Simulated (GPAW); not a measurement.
# CdTe (F-43m) in GPAW: further runs

The runs below take CdTe through equation of state, with PBE+D3(BJ), PBE.

All numbers are computed with GPAW 26.7.0; they aren't measurements. Logs are shortened: lines on timing, memory, paths and dates and some standing lists are left out, and cuts for length are marked. The log counts tension as positive stress, the text compression.

**What was measured.**

From “Multiscale insight into the Cd1-xZnxTe vibrational-mechanical properties -- High-pressure experiments and ab initio calculations”, 2023, arxiv:2306.14539, for a powder of CdTe: bulk modulus 42 ± 2 GPa.

The runs below are set against these values where they give the same quantity.

## Step 1: Starting point

The structure is cubic, space group F-43m (No. 216). Conventional cell: a = 6.410 Å, b = 6.410 Å, c = 6.410 Å, α = 90.00°, β = 90.00°, γ = 90.00°. Te (site symmetry -43m) has 4 Cd at 2.78 Å as nearest neighbours. Cd (site symmetry -43m) is surrounded by 4 Te at 2.78 Å.

## Step 2: Equation of state, PBE+D3(BJ)

Contents of run.py:

```python
from ase.calculators.mixing import SumCalculator
from ase.eos import EquationOfState
from ase.io import Trajectory, read
from ase.units import GPa
from dftd3.ase import DFTD3
from gpaw import GPAW, PW

atoms = read('CdTe.xyz')

traj = Trajectory('eos.traj', 'w')
volumes, energies = [], []
for x in [0.94, 0.96, 0.98, 1.0, 1.02, 1.04, 1.06]:
    a = atoms.copy()
    a.set_cell(atoms.cell * x**(1 / 3), scale_atoms=True)
    calc = GPAW(mode=PW(600),
                xc='PBE',
                kpts={'size': (6, 6, 6), 'gamma': True},
                occupations={'name': 'fermi-dirac', 'width': 0.05},
                nbands=18,
                convergence={'density': 1e-05, 'energy': 1e-05},
                maxiter=150,
                txt=f'eos-{x:.2f}.txt')
    a.calc = SumCalculator([calc, DFTD3(method='pbe', damping='d3bj')])
    energies.append(a.get_potential_energy())
    volumes.append(a.get_volume())
    p = -a.get_stress()[:3].mean() / GPa
    calc.write(f'eos-{x:.2f}.gpw')
    traj.write(a)
    print(f'{x:.2f} {volumes[-1]:10.4f} A^3 {energies[-1]:14.6f} eV {p:9.3f} GPa', flush=True)

v0, e0, B = EquationOfState(volumes, energies, eos='birchmurnaghan').fit()
print(f'V0 = {v0:.4f} A^3, E0 = {e0:.6f} eV, B0 = {B / GPa:.2f} GPa')
```

Contents of CdTe.xyz:

```xyz
2
Lattice="0.0000000000 3.2050000000 3.2050000000 3.2050000000 0.0000000000 3.2050000000 3.2050000000 3.2050000000 0.0000000000" Properties=species:S:1:pos:R:3 pbc="T T T"
Te     4.8075000000      4.8075000000      4.8075000000
Cd     0.0000000000      0.0000000000      0.0000000000
```

Potentials or basis: GPAW PAW data sets (gpaw-data 1.2.1), pw.

Launch:

```sh
OMP_NUM_THREADS=1 python run.py
```

Log:

```text
__  _  _
 | _ |_)|_||  |
 |__||  | ||/\| - 26.7.0

Input parameters:
  mode=PW(ecut=600.0),
  convergence={'density': 1e-05, 'energy': 1e-05},
  kpts=MonkhorstPack(size=(6, 6, 6), gamma=True),
  maxiter=150,
  nbands=18,
  occupations=Occupations(name='fermi-dirac', width=0.05),
  xc=XC(name='PBE')

Diagonalizing LCAO Hamiltonian
Converting LCAO to pw mode

                     Te

       Cd

Atoms  # Å, Bohr magnetons
|   | symbol |        x |        y |        z |    initial magnetic moments |
|---|--------|----------|----------|----------|-----------------------------|
| 0 |     Te | 4.742526 | 4.742526 | 4.742526 | ( 0.0000,  0.0000,  0.0000) |
| 1 |     Cd | 0.000000 | 0.000000 | 0.000000 | ( 0.0000,  0.0000,  0.0000) |

Unit cell  # Å
| periodic |        x |        y |        z |  lengths |    angles |
|----------|----------|----------|----------|----------|-----------|
|      yes | 0.000000 | 3.161684 | 3.161684 | 4.471296 | 60.000000 |
|      yes | 3.161684 | 0.000000 | 3.161684 | 4.471296 | 60.000000 |
|      yes | 3.161684 | 3.161684 | 0.000000 | 4.471296 | 60.000000 |

Number of symmetries: 24
Symmetry operations  # r_c * U_cc + t_c -> r_c
|    | kind |            matrix            |
|----|------|------------------------------|
|  0 |  E   |  1, 0, 0,  0, 1, 0,  0, 0, 1 |
|  1 |  σ   |  1, 0, 0,  0, 0, 1,  0, 1, 0 |
|  2 |  σ   |  1, 0,-1,  0, 1,-1,  0, 0,-1 |
|  3 |  C3  |  1, 0,-1,  0, 0,-1,  0, 1,-1 |
|  4 |  C3  |  1,-1, 0,  0,-1, 1,  0,-1, 0 |
|  5 |  σ   |  1,-1, 0,  0,-1, 0,  0,-1, 1 |
|  6 |  σ   |  0, 1, 0,  1, 0, 0,  0, 0, 1 |
|  7 |  C3  |  0, 1, 0,  0, 0, 1,  1, 0, 0 |
|  8 |  C2  |  0, 1,-1,  1, 0,-1,  0, 0,-1 |
|  9 |  S4  |  0, 1,-1,  0, 0,-1,  1, 0,-1 |
| 10 |  C3  |  0, 0, 1,  1, 0, 0,  0, 1, 0 |
| 11 |  σ   |  0, 0, 1,  0, 1, 0,  1, 0, 0 |
| 12 |  S4  |  0, 0,-1,  1, 0,-1,  0, 1,-1 |
| 13 |  C3  |  0, 0,-1,  0, 1,-1,  1, 0,-1 |
| 14 |  S4  |  0,-1, 1,  1,-1, 0,  0,-1, 0 |
| 15 |  C2  |  0,-1, 1,  0,-1, 0,  1,-1, 0 |
| 16 |  C3  |  0,-1, 0,  1,-1, 0,  0,-1, 1 |
| 17 |  S4  |  0,-1, 0,  0,-1, 1,  1,-1, 0 |
| 18 |  S4  | -1, 1, 0, -1, 0, 1, -1, 0, 0 |
| 19 |  C3  | -1, 1, 0, -1, 0, 0, -1, 0, 1 |
| 20 |  C3  | -1, 0, 1, -1, 1, 0, -1, 0, 0 |
| 21 |  S4  | -1, 0, 1, -1, 0, 0, -1, 1, 0 |
| 22 |  σ   | -1, 0, 0, -1, 1, 0, -1, 0, 1 |
| 23 |  C2  | -1, 0, 0, -1, 0, 1, -1, 1, 0 |

BZ-sampling:
  Number of BZ points: 216
  Number of IBZ points: 16

  Monkhorst-Pack size: [6, 6, 6]
  Monkhorst-Pack shift: [0.08333333333333333, 0.08333333333333333, 0.08333333333333333]

K-points  # in reciprocal-cell coordinates
|     |                                coordinates |     weight |
|-----|--------------------------------------------|------------|
|   0 | (  0.00000000,   0.00000000,   0.00000000) | 0.00462963 |
|   1 | (  0.16666667,   0.16666667,   0.00000000) | 0.02777778 |
|   2 | (  0.16666667,   0.16666667,   0.16666667) | 0.03703704 |
|   3 | (  0.33333333,   0.16666667,   0.16666667) | 0.05555556 |
|   4 | (  0.33333333,   0.33333333,  -0.33333333) | 0.05555556 |
|   5 | (  0.33333333,   0.33333333,   0.00000000) | 0.02777778 |
|   6 | (  0.33333333,   0.33333333,   0.16666667) | 0.11111111 |
|   7 | (  0.33333333,   0.33333333,   0.33333333) | 0.03703704 |
|   8 | (  0.50000000,   0.33333333,  -0.33333333) | 0.11111111 |
|   9 | (  0.50000000,   0.33333333,  -0.16666667) | 0.05555556 |
| ... |                                            |            |
|  15 | (  0.50000000,   0.50000000,   0.50000000) | 0.01851852 |

Plane wave coefficients: 2126
Cutoff: 600.0 eV

Spin-components: 1 (collinear spins)
Bands:           18
Projectors:      11
Spin-degeneracy: 2
Datatype:        complex128

Parallelization:
  kpt:    1
  domain: 1
  band:   1

Density:
  Valence electrons: 18.0
  Components: 1
  Grid points: [27 27 27]
  Charge: 0.0  # |e|

Potential:
  Grid points: [27 27 27]

species:
  Te:
    name:    Tellurium
    Z:       52.0
    valence: 6
    core:    46
    charge:  0.0  # [|e|]
    compensation charges:
      type: gauss
      rc: 0.36  # [Å]
      lmax: 2
    cutoffs:
      filter: 2.09  # [Å]
      core: 3.17  # [Å]
    projectors
    | kind |    occ | energy [eV] | rcut [Å] |
    |------|--------|-------------|----------|
    |   5s |  2.000 |     -15.089 |    1.180 |
    |   5p |  4.000 |      -5.955 |    1.196 |
    |    s |        |      12.123 |    1.180 |
    |    p |        |      21.256 |    1.196 |
    |    d |        |       0.000 |    1.238 |

    Using partial waves for Te as LCAO basis

  Cd:
    name:    Cadmium
    Z:       48.0
    valence: 12
    core:    36
    charge:  0.0  # [|e|]
    compensation charges:
      type: gauss
      rc: 0.38  # [Å]
      lmax: 2
    cutoffs:
      filter: 2.12  # [Å]
      core: 2.62  # [Å]
    projectors
    | kind |    occ | energy [eV] | rcut [Å] |
    |------|--------|-------------|----------|
    |   5s |  2.000 |      -5.655 |    1.191 |
    |   5p |  0.000 |      -1.186 |    1.228 |
    |   4d | 10.000 |     -11.739 |    1.164 |
    |    s |        |      21.556 |    1.191 |
    |    p |        |      26.026 |    1.228 |
    |    d |        |      15.473 |    1.164 |

    Using partial waves for Cd as LCAO basis

Reference energy: -336963.801770  # eV

eigensolver:
  PPCG
  Converge bands: occupied
  niter=2

density mixing:
  MSR1-Mixer
  Pratt-step length: 0.05
  Maximum mixing coefficient: 0.75
  Old densities: 10
  SVD Regularization: 0.005
  Good broyden scale: 1.0
  Trust region scale: 1.0
  Backstep threshold: 4.0
  History deletion threshold: 6.0
  Fourier metric: weight=20.0, sigma=0.015

occupation numbers:
  Fermi-Dirac:
    width: 0.0500  # eV

poisson solver:
  ecut: 4800.0  # eV

xc functional:
  name: PBE with 2 nearest neighbor stencil

convergence criteria:
- Maximum integral of absolute [dens]ity change: 1e-05 electrons / valence electron
- Maximum [total energy] change in last 3 cyles: 1e-05 eV / valence electron
- Maximum integral of absolute [eigenst]ate change: 4e-08 eV^2 / valence electron
maximum number of iterations: 150

SCF iterations
|iter     | |      energy | eigst |  dens |
|---------|-|-------------|-------|-------|
|iter:   1| |   -5.137913 | -0.32 |       |
|iter:   2| |   -5.094877 | -2.35 | -1.25 |
|iter:   3| |   -4.927256 | -1.76 | -1.30 |
|iter:   4| |   -4.925816 | -3.26 | -1.76 |
|iter:   5| |   -4.925478 | -3.76 | -2.20 |
|iter:   6| |   -4.925517 | -5.39 | -2.90 |
|iter:   7| |   -4.925521c| -6.67 | -3.57 |
|iter:   8| |   -4.925521c| -7.80c| -4.33 |
|iter:   9| |   -4.925521c| -8.49c| -5.38c|

Converged in 9 steps
Energy contributions relative to reference atoms: (reference = -336963.801770)

Energy contributions:
  Kinetic:          25.834542
  Coulomb:         -23.028948
  Zero:              0.255749
  External:          0.000000
  Xc:               -7.986864
  Entropy:          -0.000001
  Spinorbit:         0.000000
  ----------------------------
  Free energy:      -4.925521
  Extrapolated:     -4.925521

dipole moment: (-16.162160, -16.162160, -16.162160)  # |e|*Ang

Fermi level: 5.074
Eigenvalues  # (at kpt = [0.000, 0.000, 0.000])
| band index |      eig [eV] | occ [0-2] |
|------------|---------------|-----------|
|          0 |        -7.066 |     2.000 |
|          1 |        -3.979 |     2.000 |
|          2 |        -3.979 |     2.000 |
|          3 |        -3.979 |     2.000 |
|          4 |        -3.658 |     2.000 |
|          5 |        -3.658 |     2.000 |
[... 10 lines left out ...]
|         16 |        14.645 |     0.000 |
|         17 |        14.645 |     0.000 |

Gap: 0.996 eV
Transition (v -> c):
  (s=0, k=0, n=8, [0.00, 0.00, 0.00]) -> (s=0, k=0, n=9, [0.00, 0.00, 0.00])
No difference between direct/indirect transitions

Stress tensor  # eV/Ang^3
|         x |         y |         z |
|-----------|-----------|-----------|
| -0.038692 | -0.000000 | -0.000000 |
| -0.000000 | -0.038692 |  0.000000 |
| -0.000000 |  0.000000 | -0.038692 |

# Writing to eos-0.96.gpw (mode='')
```

Wall time 73 s (1 thread of Arm Neoverse V2, shared host); peak memory 0.28 GiB.

Results:

```yaml
Equilibrium_volume: 34.30 Å³/atom
Bulk_modulus: 41 GPa
Pressure_derivative_of_the_bulk_modulus: 4.8
```

Energy against volume, from the lowest point:
```tsv
volume (Å³/atom)	energy (meV/atom)
30.947	50.58
31.605	31.34
32.263	17.18
32.922	7.54
33.580	1.96
34.239	0.00
34.897	1.27
```

The run has no spin-orbit coupling, so splittings on Te are missing.

## Step 3: Equation of state, PBE

Changes to run.py since step 2:

```diff
@@ -1,2 +1 @@
-from ase.calculators.mixing import SumCalculator
 from ase.eos import EquationOfState
@@ -4,3 +3,2 @@
 from ase.units import GPa
-from dftd3.ase import DFTD3
 from gpaw import GPAW, PW
@@ -18,3 +16,4 @@
                 occupations={'name': 'fermi-dirac', 'width': 0.05},
-                nbands=18,
+                setups={'Te': '16'},
+                nbands=-9,
                 convergence={'density': 1e-05, 'energy': 1e-05},
@@ -22,4 +21,4 @@
                 txt=f'eos-{x:.2f}.txt')
-    a.calc = SumCalculator([calc, DFTD3(method='pbe', damping='d3bj')])
-    energies.append(a.get_potential_energy())
+    a.calc = calc
+    energies.append(a.get_potential_energy(force_consistent=True))
     volumes.append(a.get_volume())
```

CdTe.xyz is that of step 2.

Potentials or basis: GPAW PAW data sets (gpaw-data 1.2.1), other valence, pw.

Launch:

```sh
OMP_NUM_THREADS=1 python run.py
```

It took 96 s on 1 thread of Arm Neoverse V2, shared host; peak memory 0.26 GiB.

Results (log left out):

```yaml
Equilibrium_volume: "35.95 Å³/atom (rough: see the caveat)"
Bulk_modulus: 34 GPa (rough)
```

Energy against volume, from the lowest point:
| volume (Å³/atom) | energy (meV/atom) |
| --- | --- |
| 30.947 | 97.06 |
| 31.605 | 68.99 |
| 32.263 | 46.47 |
| 32.922 | 28.74 |
| 33.580 | 15.45 |
| 34.239 | 6.08 |
| 34.897 | 0.00 |

Caveat: the minimum lies outside the volumes run. Spin-orbit coupling is left out, which matters for the levels of Te.

## Step 4: Equation of state, PBE

Changes to run.py since step 3:

```diff
@@ -1,7 +1,16 @@
+from ase import Atoms
 from ase.eos import EquationOfState
-from ase.io import Trajectory, read
+from ase.io import Trajectory
 from ase.units import GPa
-from gpaw import GPAW, PW
+from gpaw import GPAW, PW, setup_paths
 
-atoms = read('CdTe.xyz')
+setup_paths.insert(0, '.')
+
+atoms = Atoms(['Te', 'Cd'],
+              cell=[[0.0, 3.205, 3.205],
+                    [3.205, 0.0, 3.205],
+                    [3.205, 3.205, 0.0]],
+              scaled_positions=[[0.75, 0.75, 0.75],
+                                [0.0, 0.0, 0.0]],
+              pbc=True)
 
@@ -16,4 +25,3 @@
                 occupations={'name': 'fermi-dirac', 'width': 0.05},
-                setups={'Te': '16'},
-                nbands=-9,
+                nbands=18,
                 convergence={'density': 1e-05, 'energy': 1e-05},
```

Potentials or basis: PAW data sets generated in the run's folder for this functional, pw.

Launch:

```sh
gpaw-setup -f PBE Cd Te
OMP_NUM_THREADS=1 python run.py
```

Log:

```text
__  _  _
 | _ |_)|_||  |
 |__||  | ||/\| - 26.7.0

Input parameters:
  mode=PW(ecut=600.0),
  convergence={'density': 1e-05, 'energy': 1e-05},
  kpts=MonkhorstPack(size=(6, 6, 6), gamma=True),
  maxiter=150,
  nbands=18,
  occupations=Occupations(name='fermi-dirac', width=0.05),
  xc=XC(name='PBE')

Diagonalizing LCAO Hamiltonian
Converting LCAO to pw mode

                     Te

       Cd

Atoms  # Å, Bohr magnetons
|   | symbol |        x |        y |        z |    initial magnetic moments |
|---|--------|----------|----------|----------|-----------------------------|
| 0 |     Te | 4.742526 | 4.742526 | 4.742526 | ( 0.0000,  0.0000,  0.0000) |
| 1 |     Cd | 0.000000 | 0.000000 | 0.000000 | ( 0.0000,  0.0000,  0.0000) |

Unit cell  # Å
| periodic |        x |        y |        z |  lengths |    angles |
|----------|----------|----------|----------|----------|-----------|
|      yes | 0.000000 | 3.161684 | 3.161684 | 4.471296 | 60.000000 |
|      yes | 3.161684 | 0.000000 | 3.161684 | 4.471296 | 60.000000 |
|      yes | 3.161684 | 3.161684 | 0.000000 | 4.471296 | 60.000000 |

Number of symmetries: 24
Symmetry operations  # r_c * U_cc + t_c -> r_c
|    | kind |            matrix            |
|----|------|------------------------------|
|  0 |  E   |  1, 0, 0,  0, 1, 0,  0, 0, 1 |
|  1 |  σ   |  1, 0, 0,  0, 0, 1,  0, 1, 0 |
|  2 |  σ   |  1, 0,-1,  0, 1,-1,  0, 0,-1 |
|  3 |  C3  |  1, 0,-1,  0, 0,-1,  0, 1,-1 |
|  4 |  C3  |  1,-1, 0,  0,-1, 1,  0,-1, 0 |
|  5 |  σ   |  1,-1, 0,  0,-1, 0,  0,-1, 1 |
|  6 |  σ   |  0, 1, 0,  1, 0, 0,  0, 0, 1 |
|  7 |  C3  |  0, 1, 0,  0, 0, 1,  1, 0, 0 |
|  8 |  C2  |  0, 1,-1,  1, 0,-1,  0, 0,-1 |
|  9 |  S4  |  0, 1,-1,  0, 0,-1,  1, 0,-1 |
| 10 |  C3  |  0, 0, 1,  1, 0, 0,  0, 1, 0 |
| 11 |  σ   |  0, 0, 1,  0, 1, 0,  1, 0, 0 |
| 12 |  S4  |  0, 0,-1,  1, 0,-1,  0, 1,-1 |
| 13 |  C3  |  0, 0,-1,  0, 1,-1,  1, 0,-1 |
| 14 |  S4  |  0,-1, 1,  1,-1, 0,  0,-1, 0 |
| 15 |  C2  |  0,-1, 1,  0,-1, 0,  1,-1, 0 |
| 16 |  C3  |  0,-1, 0,  1,-1, 0,  0,-1, 1 |
| 17 |  S4  |  0,-1, 0,  0,-1, 1,  1,-1, 0 |
| 18 |  S4  | -1, 1, 0, -1, 0, 1, -1, 0, 0 |
| 19 |  C3  | -1, 1, 0, -1, 0, 0, -1, 0, 1 |
| 20 |  C3  | -1, 0, 1, -1, 1, 0, -1, 0, 0 |
| 21 |  S4  | -1, 0, 1, -1, 0, 0, -1, 1, 0 |
| 22 |  σ   | -1, 0, 0, -1, 1, 0, -1, 0, 1 |
| 23 |  C2  | -1, 0, 0, -1, 0, 1, -1, 1, 0 |

BZ-sampling:
  Number of BZ points: 216
  Number of IBZ points: 16

  Monkhorst-Pack size: [6, 6, 6]
  Monkhorst-Pack shift: [0.08333333333333333, 0.08333333333333333, 0.08333333333333333]

K-points  # in reciprocal-cell coordinates
|     |                                coordinates |     weight |
|-----|--------------------------------------------|------------|
[... 73 lines left out ...]
      core: 2.62  # [Å]
    projectors
    | kind |    occ | energy [eV] | rcut [Å] |
    |------|--------|-------------|----------|
    |   5s |  2.000 |      -5.655 |    1.191 |
    |   5p |  0.000 |      -1.186 |    1.228 |
    |   4d | 10.000 |     -11.739 |    1.164 |
    |    s |        |      21.556 |    1.191 |
    |    p |        |      26.026 |    1.228 |
    |    d |        |      15.473 |    1.164 |

    Using partial waves for Cd as LCAO basis

Reference energy: -336963.804589  # eV

eigensolver:
  PPCG
  Converge bands: occupied
  niter=2

density mixing:
  MSR1-Mixer
  Pratt-step length: 0.05
  Maximum mixing coefficient: 0.75
  Old densities: 10
  SVD Regularization: 0.005
  Good broyden scale: 1.0
  Trust region scale: 1.0
  Backstep threshold: 4.0
  History deletion threshold: 6.0
  Fourier metric: weight=20.0, sigma=0.015

occupation numbers:
  Fermi-Dirac:
    width: 0.0500  # eV

poisson solver:
  ecut: 4800.0  # eV

xc functional:
  name: PBE with 2 nearest neighbor stencil

convergence criteria:
- Maximum integral of absolute [dens]ity change: 1e-05 electrons / valence electron
- Maximum [total energy] change in last 3 cyles: 1e-05 eV / valence electron
- Maximum integral of absolute [eigenst]ate change: 4e-08 eV^2 / valence electron
maximum number of iterations: 150

SCF iterations
|iter     | |      energy | eigst |  dens |
|---------|-|-------------|-------|-------|
|iter:   1| |   -5.135102 | -0.32 |       |
|iter:   2| |   -5.092065 | -2.35 | -1.25 |
|iter:   3| |   -4.924444 | -1.76 | -1.30 |
|iter:   4| |   -4.923004 | -3.26 | -1.76 |
|iter:   5| |   -4.922666 | -3.76 | -2.20 |
|iter:   6| |   -4.922705 | -5.39 | -2.90 |
|iter:   7| |   -4.922709c| -6.67 | -3.57 |
|iter:   8| |   -4.922709c| -7.80c| -4.33 |
|iter:   9| |   -4.922709c| -8.49c| -5.38c|

Converged in 9 steps
Energy contributions relative to reference atoms: (reference = -336963.804589)

Energy contributions:
  Kinetic:          25.834336
  Coulomb:         -23.028753
  Zero:              0.255746
  External:          0.000000
  Xc:               -7.984037
  Entropy:          -0.000001
  Spinorbit:         0.000000
  ----------------------------
  Free energy:      -4.922709
  Extrapolated:     -4.922709

dipole moment: (-16.162160, -16.162160, -16.162160)  # |e|*Ang

Fermi level: 5.074
Eigenvalues  # (at kpt = [0.000, 0.000, 0.000])
| band index |      eig [eV] | occ [0-2] |
|------------|---------------|-----------|
|          0 |        -7.066 |     2.000 |
|          1 |        -3.979 |     2.000 |
|          2 |        -3.979 |     2.000 |
|          3 |        -3.979 |     2.000 |
|          4 |        -3.658 |     2.000 |
|          5 |        -3.658 |     2.000 |
[... 10 lines left out ...]
|         16 |        14.645 |     0.000 |
|         17 |        14.645 |     0.000 |

Gap: 0.996 eV
Transition (v -> c):
  (s=0, k=0, n=8, [0.00, 0.00, 0.00]) -> (s=0, k=0, n=9, [0.00, 0.00, 0.00])
No difference between direct/indirect transitions

Stress tensor  # eV/Ang^3
|         x |         y |         z |
|-----------|-----------|-----------|
| -0.038692 | -0.000000 | -0.000000 |
| -0.000000 | -0.038692 |  0.000000 |
| -0.000000 |  0.000000 | -0.038692 |

# Writing to eos-0.96.gpw (mode='')
```

stdout:

```text
0.94    61.8931 A^3      -4.866035 eV     7.591 GPa
0.96    63.2099 A^3      -4.922709 eV     6.199 GPa
0.98    64.5268 A^3      -4.968535 eV     4.951 GPa
1.00    65.8437 A^3      -5.004634 eV     3.830 GPa
1.02    67.1606 A^3      -5.031992 eV     2.823 GPa
1.04    68.4774 A^3      -5.051500 eV     1.918 GPa
1.06    69.7943 A^3      -5.063961 eV     1.104 GPa
<dir> UserWarning: The minimum volume of your fit is not in your volumes.  You may not have a minimum in your dataset!
  warnings.warn(
V0 = 71.8624 A^3, E0 = -5.070963 eV, B0 = 35.65 GPa
```

eos-0.94.txt:

```text
SCF iterations
|iter     | |      energy | eigst |  dens |
|---------|-|-------------|-------|-------|
|iter:   1| |   -5.078515 | -0.30 |       |
|iter:   2| |   -5.035732 | -2.35 | -1.26 |
|iter:   3| |   -4.867932 | -1.77 | -1.30 |
|iter:   4| |   -4.866315 | -3.24 | -1.76 |
|iter:   5| |   -4.865992 | -3.76 | -2.19 |
[... 42 lines left out ...]
|         16 |        14.887 |     0.000 |
|         17 |        14.887 |     0.000 |

Gap: 1.061 eV
Transition (v -> c):
  (s=0, k=0, n=8, [0.00, 0.00, 0.00]) -> (s=0, k=0, n=9, [0.00, 0.00, 0.00])
No difference between direct/indirect transitions

Stress tensor  # eV/Ang^3
|         x |         y |         z |
|-----------|-----------|-----------|
| -0.047379 | -0.000000 |  0.000000 |
| -0.000000 | -0.047379 |  0.000000 |
|  0.000000 |  0.000000 | -0.047379 |

# Writing to eos-0.94.gpw (mode='')
```

Run time: 76 s. Hardware: 1 thread of Arm Neoverse V2, shared host; peak memory 0.28 GiB.

What came out:

```
Equilibrium volume : 35.93 Å³/atom (rough: see the caveat)
Bulk modulus       : 36 GPa (rough)
```

Energy against volume, from the lowest point:
| volume (Å³/atom) | energy (meV/atom) |
| --- | --- |
| 30.947 | 98.96 |
| 31.605 | 70.63 |
| 32.263 | 47.71 |
| 32.922 | 29.66 |
| 33.580 | 15.98 |
| 34.239 | 6.23 |
| 34.897 | 0.00 |

Caveat: the minimum lies outside the volumes run.

## Step 5: Comparison with measurements

Step 2. Measured bulk modulus of CdTe: 42 GPa (powder; quoted in “Multiscale insight into the Cd1-xZnxTe vibrational-mechanical properties -- High-pressure experiments and ab initio calculations”, 2023, arxiv:2306.14539). This calculation gives 41 GPa (-3.4 %). The fit is for a static lattice scaled at fixed shape and fixed fractional positions.
